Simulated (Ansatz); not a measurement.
# Be (Im-3m) in Ansatz: notebook

Aim: see how the results for Be move with the level of theory and the settings. Levels: PBE0+D3(BJ), HSE03. Tasks: single point.

Program: Ansatz 0.2.0. These are calculated values, not measurements. Logs are shortened: lines on timing, memory, paths and dates and some standing lists are left out, and cuts for length are marked.

## 1. The crystal as given

The structure is cubic, space group Im-3m (No. 229). Conventional cell: a = 2.506 Å, b = 2.506 Å, c = 2.506 Å, α = 90.00°, β = 90.00°, γ = 90.00°. Be (site symmetry m-3m) has 8 Be at 2.17 Å as nearest neighbours.

This isn't the form of Be at room conditions, which is hcp.

## 2. Single point, PBE0+D3(BJ)

input.yaml reads:

```yaml
crystal:
  lattice:
    - [-1.2531209513, 1.2531209513, 1.2531209513]
    - [1.2531209513, -1.2531209513, 1.2531209513]
    - [1.2531209513, 1.2531209513, -1.2531209513]
  atoms:
    - { symbol: Be, position: [0.0, 0.0, 0.0] }
hamiltonian:
  xc: pbe0
  pseudopotentials: { kind: paw }
  dispersion: d3bj
kpoints:
  mp_grid: { grid: [8, 8, 8] }
scf:
  occupations: { method: fermi_dirac, width: 0.05 }
output:
  forces: true
  stress: true
  eigenvalues: true
```

Potentials or basis: Ansatz PAW.

Run with:

```sh
> ansatz run input.yaml --threads 2 --pin off --max-ram 5632MiB --backend cpu --events-out ev --progress --plain --runs-dir out
```

What it wrote:

```text
Warning: output.stress: scf.convergence.dr2_threshold = 1e-7 eV (the SCF's general default) is looser than the 1e-10 eV advised for a printed stress (1e-10 eV for each atom of the cell: 1). What an SCF threshold leaves in a stress goes as its square root, and in the free energy as the threshold itself, and one threshold admits the most on a small cell: of the crystals measured, under no hybrid functional and no lock of the moments, on runs that ended without the residual-converged pass, on stresses that held no estimate of that error, the worst erred by over 100 MPa in a component at 1e-7 eV an atom and by under 5 at 1e-10. Set scf.convergence.dr2_threshold to 1e-10 eV or tighter. The threshold is an SCF's pass mark: one that does not reach it within its budget of iterations ends unconverged, or closes short of it on a stop that the run arms, and scf.convergence.dr2_threshold's page says what that costs each kind of run
Warning: output.stress: scf.exx.energy_threshold = 1e-6 eV is looser than the 1e-8 eV advised for a stress under a hybrid functional (1e-8 eV for each atom of the cell: 1). Every SCF of the exchange loop can meet its threshold on dr2 while the loop round them stops early: no threshold on dr2 bounds what that leaves in the stress. Set scf.exx.energy_threshold to 1e-8 eV or tighter. The threshold is the loop's pass mark: a loop that does not reach it within its budget of cycles ends unconverged, and scf.exx.energy_threshold's page has the law
Warning: RAYON_NUM_THREADS=2 ignored (pool sized by the plan → 2); use --threads N
Engine: ansatz 0.2.0, x86_64-unknown-linux-gnu
Pseudopotentials: kind: paw
Pseudopotential: Be, paw, valence charge 2, recommended cutoff 420 eV (normal), Be.paw.azcp
Functional definition: PBE0
  parameter a = 0.25
  parameter kappa = 0.804
  parameter beta = 0.06672455060314922
  exchange = (1 - a)*pbe_x(kappa = kappa, mu = beta*pi^2/3) + a*exact_x
  correlation = pbe_c(beta = beta)
Crystal: 1 atoms, lattice volume = 7.871 Å³
Basis set: ecut = 420 eV, 141 PW (Γ), exchange–correlation on 30×30×30 points (8 copies of the dense FFT grid, shifted against one another)
Bands: 5, of which v1, the nominal top of the filled ones, is band 1 counted from 1 (0 counted from 0)
Symmetry: 48 space group operations
Space group: Im-3m (ITA 229), of the structure as read, at distance tolerance 2.0e-5 Å
k-points: 29 of 512
Non-local potential: Be, projectors of the file, l = 0: 2, l = 1: 2, l = 2: 1
PAW form: soft (Blöchl's): semilocal exchange-correlation on the pseudo side does not see the compensation charge
PAW frozen core: Be, regenerated for the run's functional, and the local potential with it (the file was generated under x = pbe(κ = 0.804, μ = 0.2195149727645171), c = pbe(β = 0.06672455060314922))
PAW one-centre angular grid: Be, 110 points (default); XC on 64 Gauss nodes
Initial density: superposition of atomic densities (neutral atoms: chi_scale 0, normalization atom), corrected by the library's trained network
Initial wavefunctions: pseudopotential atomic-orbital guess
Functional: x = pbe(κ = 0.804, μ = 0.2195149727645171), c = pbe(β = 0.06672455060314922), warm-up for x = 0.75 pbe(κ = 0.804, μ = 0.2195149727645171) + 0.25 exact, c = pbe(β = 0.06672455060314922)
SCF iter   1: F=—  HF=-93.035054 eV  |F-HF|=—  |Δ(HF+E_count)|=         —  Δρ=6.42e-4  dr2=1.60e-5  ethr=1.77e-3  ⟨swp⟩=5.6  Hψ=643  notcnv=0
preconditioner: auto → none  [insulator: Δε(μ)=0.966 eV  Ē_g=18.992 eV  σ=0.050 eV  W_gap=0.71  n_scr=0 (ndim 8)  ℏωp=18.7 eV  f_vac=0.000  D(μ)=0.39/eV (n_scr^D=0)]
SCF iter   2: F=—  HF=-93.035042 eV  |F-HF|=—  |Δ(HF+E_count)|=   1.23e-5  Δρ=3.24e-4  dr2=3.99e-6  ethr=7.98e-7  ⟨swp⟩=2.4  Hψ=199  notcnv=0  defer=3
iter 3 solved again at ethr=4.73e-11 eV; its pass at ethr=1.99e-7 eV (dr2=9.46e-10 eV) is discarded
SCF iter   3: F=—  HF=-93.035029 eV  |F-HF|=—  |Δ(HF+E_count)|=   1.32e-5  Δρ=4.26e-6  dr2=8.98e-10  ethr=4.73e-11  ⟨swp⟩=3.4  Hψ=404  notcnv=0
SCF iter   4: F=-93.035029 eV  HF=-93.035029 eV  |F-HF|=1.40e-11  |Δ(HF+E_count)|=  2.23e-10  Δρ=5.97e-7  dr2=1.24e-11  ethr=4.49e-11  ⟨swp⟩=1.9  Hψ=175  notcnv=0
SCF 1 converged in 4 iterations: F = -93.035029 eV  dr2 = 1.24e-11
Initial density: handed on by an earlier stage of this run
Initial wavefunctions: those handed on with the density
Functional: x = 0.75 pbe(κ = 0.804, μ = 0.2195149727645171) + 0.25 exact, c = pbe(β = 0.06672455060314922)
Frozen-core exchange: fock
iter 1 solved again at ethr=1.40e-5 eV; its pass at ethr=1.00e-1 eV (dr2=2.81e-4 eV) is discarded
SCF iter   1: F=—  HF=-93.171959 eV  |F-HF|=—  |Δ(HF+E_count)|=         —  Δρ=2.26e-3  dr2=2.93e-4  ethr=1.40e-5  ⟨swp⟩=3.7  Hψ=676  notcnv=0
preconditioner: auto → none  [insulator: Δε(μ)=1.549 eV  Ē_g=21.580 eV  σ=0.050 eV  W_gap=0.71  n_scr=0 (ndim 8)  ℏωp=18.7 eV  f_vac=0.000  D(μ)=0.39/eV (n_scr^D=0)]
SCF iter   2: F=—  HF=-93.171800 eV  |F-HF|=—  |Δ(HF+E_count)|=   1.59e-4  Δρ=1.05e-3  dr2=7.04e-5  ethr=1.40e-5  ⟨swp⟩=1.9  Hψ=173  notcnv=0
SCF iter   3: F=—  HF=-93.171757 eV  |F-HF|=—  |Δ(HF+E_count)|=   4.35e-5  Δρ=1.42e-5  dr2=9.35e-6  ethr=3.02e-6  ⟨swp⟩=1.9  Hψ=173  notcnv=0
SCF iter   4: F=—  HF=-93.171953 eV  |F-HF|=—  |Δ(HF+E_count)|=   1.97e-4  Δρ=1.53e-4  dr2=1.32e-6  ethr=3.34e-10  ⟨swp⟩=4.3  Hψ=437  notcnv=0  defer=1
SCF iter   5: F=-93.171952 eV  HF=-93.171952 eV  |F-HF|=1.21e-8  |Δ(HF+E_count)|=   7.63e-7  Δρ=6.63e-6  dr2=7.13e-8  ethr=3.34e-10  ⟨swp⟩=3.5  Hψ=264  notcnv=0
SCF 2 converged in 5 iterations: F = -93.171952 eV  dr2 = 7.13e-8
hybrid outer 1: dexx = +2.184e-4 eV, tail = 3.96e-7 eV
Frozen-core exchange: fock
SCF iter   1: F=—  HF=-93.171941 eV  |F-HF|=—  |Δ(HF+E_count)|=         —  Δρ=1.65e-5  dr2=9.79e-7  ethr=9.90e-8  ⟨swp⟩=3.0  Hψ=322  notcnv=0
preconditioner: auto → none  [insulator: Δε(μ)=1.551 eV  Ē_g=21.577 eV  σ=0.050 eV  W_gap=0.71  n_scr=0 (ndim 8)  ℏωp=18.7 eV  f_vac=0.000  D(μ)=0.39/eV (n_scr^D=0)]
SCF iter   2: F=-93.171962 eV  HF=-93.171962 eV  |F-HF|=1.67e-10  |Δ(HF+E_count)|=   2.05e-5  Δρ=3.06e-6  dr2=5.40e-9  ethr=5.80e-10  ⟨swp⟩=2.9  Hψ=204  notcnv=0
SCF 3 converged in 2 iterations: F = -93.171962 eV  dr2 = 5.40e-9
  Residual-converged pass: ⟨swp⟩=2.2  Hψ=182  notcnv=0  max |occ|·‖R‖ = 2.2e-6 eV (tolerance 2.4e-6 eV)  dr2=5.40e-9  dr2_onsite=1.64e-10  max |Δocc| = 8.0e-17
hybrid outer 2: dexx = +1.211e-8 eV, tail = 1.12e-8 eV, Δε = 5.05e-4 eV (about 9.41e-5 eV left of the loop's levels)
hybrid SCF converged: 2 outer / 7 inner (+4 warm-up), last move |dexx| = 1.21e-8 eV, tail = 1.12e-8 eV
Stability not checked: this state was not tested for a lower state beside it, because the functional holds exact exchange (a hybrid, or Hartree-Fock), whose exchange loop this test does not read (fock_operator; see scf.lower_state_search)
Free energy (F): -93.171962 eV
Frozen-core exchange: fock
Harris-Foulkes:  -93.171962 eV  (|F-HF|=1.67e-10)
Internal energy: -93.169132 eV  (E = F + TS)
E sigma→0 (E₀):  -93.170547 eV
Entropy (-TS):   -0.002830 eV (-2.830 meV/atom)
Fermi energy:    9.331448 eV
--- Per-component energies (eV) ---
  E_band       = 3.980628
  E_kinetic    = 21.099541
  E_local      = 3.179305  (includes V_loc(G=0)·N_el)
  E_nonlocal   = 4.177310
  E_hartree    = 0.023625
  E_xc         = -15.543066
  E_vxc        = -16.396515  (∫ρ·V_xc dr)
  E_exx        = -3.397346  (= α·E_x^exact, valence–valence)
  E_paw        = -60.520876  (= ΣΔE_a)
  E_vpaw       = -1.331559  (= ΣTr[D̂ρ^β])
  E_aug_tail   = -0.000001  (compensation charges beyond the density's cutoff)
  E_ewald      = -41.818526
  E_disp       = -0.360477  (pairwise vdW)
  E_core_change = -0.008622  (= ΣΔE_core)
  E_smearing   = -0.002830  (= −TS)
  E_closure    = 0.000000  (closes the sum)
  Σ components = -93.171962   (vs F -93.171962, Δ=0.00e0)
--- Forces (eV/Å), atoms counted from 1 ---
  atom   1  Be     0.00000000     0.00000000     0.00000000
  max |Σ_I F_I| component: 4.88e-33 eV/Å
--- Stress (GPa, compression-positive) ---
       -9.204892       0.000000      -0.000000
       -0.000000      -9.204892       0.000000
       -0.000000      -0.000000      -9.204892
  P = ⅓ Tr σ = -9.2049 GPa (-92.049 kbar)
--- Band table (eV; the first three rows and the last of 29) ---
  k-point 0: bands = ["-5.3072", "30.2862", "30.2862", "30.2862", "41.4288"]
  k-point 1: bands = ["-4.6854", "27.3717", "28.4025", "29.6204", "37.4098"]
  k-point 2: bands = ["-2.8198", "20.5663", "25.5529", "28.0644", "33.9391"]
  k-point 28: bands = ["14.1241", "14.1241", "14.1241", "19.8668", "19.8668"]
```

Run time: 1.7 s. Hardware: 2 threads of Intel Xeon 6975P-C (Granite Rapids), shared host; peak memory 0.47 GiB.

What came out:

```
Free energy            : -93.1720 eV
Pressure               : -9.2 GPa
Band gap on the k mesh : none (metal or under the smearing width)
```

Caveat: the k mesh is coarse (spacing up to 0.44 Å⁻¹), so the values aren't converged, least of all with exact exchange; pairwise dispersion overbinds metals, which lowers pressure and volume; the PAW data sets come from PBE, with cores solved anew for the run's functional, which leaves a small shift of forces and pressure; the thresholds are loose for stress.

## 3. Single point, HSE03

Edit input.yaml of step 2 so:

```diff
@@ -8,5 +8,4 @@
 hamiltonian:
-  xc: pbe0
+  xc: { exchange: pbe, correlation: pbe, exx: { coeff: 0.25, omega: 0.3 } }
   pseudopotentials: { kind: paw }
-  dispersion: d3bj
 kpoints:
@@ -14,3 +13,3 @@
 scf:
-  occupations: { method: fermi_dirac, width: 0.05 }
+  occupations: { method: methfessel_paxton, width: 0.1 }
 output:
```

Potentials or basis: Ansatz PAW.

Run with:

```sh
> ansatz run input.yaml --threads 2 --pin off --max-ram 5632MiB --backend cpu --events-out ev --progress --plain --runs-dir out
```

It took 1.8 s on 2 threads of Intel Xeon 6975P-C (Granite Rapids), shared host; peak memory 0.47 GiB.

It converged, with:

| Property | Result |
| --- | --- |
| Free energy | -92.7571 eV |
| Pressure | -1.4 GPa |
| Band gap on the k mesh | none (metal or under the smearing width) |

Levels at points of the mesh, in eV from the Fermi level:
```tsv
k point	band 1	band 2	band 3	band 4	band 5
(0.00, 0.00, 0.00)	-13.83	20.53	20.53	20.53	31.69
(0.00, 0.00, -0.50)	-5.88	0.40	13.17	16.41	21.20
(-0.50, -0.50, -0.50)	4.42	4.42	4.42	10.17	10.17
```

Caveat: the k mesh is coarse (spacing up to 0.44 Å⁻¹), so the values aren't converged, least of all with exact exchange; the PAW data sets come from PBE, with cores solved anew for the run's functional, which leaves a small shift of forces and pressure; the thresholds are loose for stress.
